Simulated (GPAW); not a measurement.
Crystal: CaO.

```
Ca O
1.0
     0.00000    2.40356    2.40356
     2.40356    0.00000    2.40356
     2.40356    2.40356    0.00000
Ca O
1 1
Direct
  0.00000 0.00000 0.00000
  0.50000 0.50000 0.50000
```

The cell is a database's computed one.

Base run:

* Program: GPAW 26.7.0
* Functional: PBE
* Potentials or basis: GPAW PAW data sets (gpaw-data 1.2.1)
* Cutoff: 600 eV
* Basis: pw
* k mesh: 8 × 8 × 8
* Occupations: fermi-dirac, width 0.05 eV
* Spin: no spin polarisation

Its results: band gap on the k mesh 3.69 eV, indirect (least direct gap 4.07 eV).

Question: The run is repeated on the same cell with these changes: functional from PBE to HSE06; k mesh from 8 × 8 × 8 to 6 × 6 × 6. What comes out?

Answer: Band gap on the k mesh 5.35 eV, indirect (least direct gap 5.77 eV).

Several settings changed at once, so the effect can't be laid on one alone.

A k mesh can miss the band edges.
